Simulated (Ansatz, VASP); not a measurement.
## Sr: VASP beside Ansatz

The input INCAR:

```
SYSTEM = Sr
ALGO = Normal
EDIFF = 1E-8
ENCUT = 520
GGA = PE
ISIF = 2
ISMEAR = -1
LASPH = .TRUE.
LCHARG = .FALSE.
LEFG = .TRUE.
LREAL = .FALSE.
LWAVE = .FALSE.
NBANDS = 11
NELM = 60
PREC = Accurate
SIGMA = 0.05
```

File KPOINTS:

```
k-points
0
G
  10 10 10
  0 0 0
```

The input POSCAR:

```
Sr
1.0
   -2.4022136893      2.4022136893      2.4022136893
    2.4022136893     -2.4022136893      2.4022136893
    2.4022136893      2.4022136893     -2.4022136893
Sr
1
Direct
    0.0000000000      0.0000000000      0.0000000000
```

Input for Ansatz:

```yaml
crystal:
  lattice:
    - [-2.4022136893, 2.4022136893, 2.4022136893]
    - [2.4022136893, -2.4022136893, 2.4022136893]
    - [2.4022136893, 2.4022136893, -2.4022136893]
  atoms:
    - { symbol: Sr, position: [0.0, 0.0, 0.0] }
kpoints:
  mp_grid: { grid: [10, 10, 10] }
  band_path:
    path:
      - [0.0, 0.0, 0.0]
      - [0.5, -0.5, 0.5]
      - [0.0, 0.0, 0.5]
      - [0.0, 0.0, 0.0]
      - [0.25, 0.25, 0.25]
      - [0.5, -0.5, 0.5]
      - [0.25, 0.25, 0.25]
      - [0.0, 0.0, 0.5]
    npoints: 5
scf:
  occupations: { method: fermi_dirac, width: 0.05 }
hamiltonian:
  xc: pbe
  pseudopotentials: { kind: paw }
output:
  forces: true
  stress: true
  eigenvalues: true
  efg: { contact_densities: true }
  write_density: true
  write_potential: true
  elf: true
  volumetric_format: npy
```

Alike in both runs: task electric field gradients; functional PBE; k mesh 10 × 10 × 10; occupations fermi-dirac, width 0.05 eV; no spin polarisation.

```csv
,VASP,Ansatz
version,VASP 6.6.1,Ansatz 0.2.0
potentials or method,"VASP PAW PBE potentials, release 64 (Sr_sv)","PAW with Ansatz's default frozen-core files, scalar-relativistic"
plane-wave cutoff (eV),520,420
valence electrons in the cell,10,10
```

|  | VASP | Ansatz | Ansatz less VASP |
| --- | --- | --- | --- |
| pressure (GPa) | -0.3 | -0.3 | 0.00 |
| Vzz of the field gradient on the site that differs most (V/Å²) | 0.0 | 0.0 | 0.00 |

Ansatz warned: «gradients_without_spin_orbit».
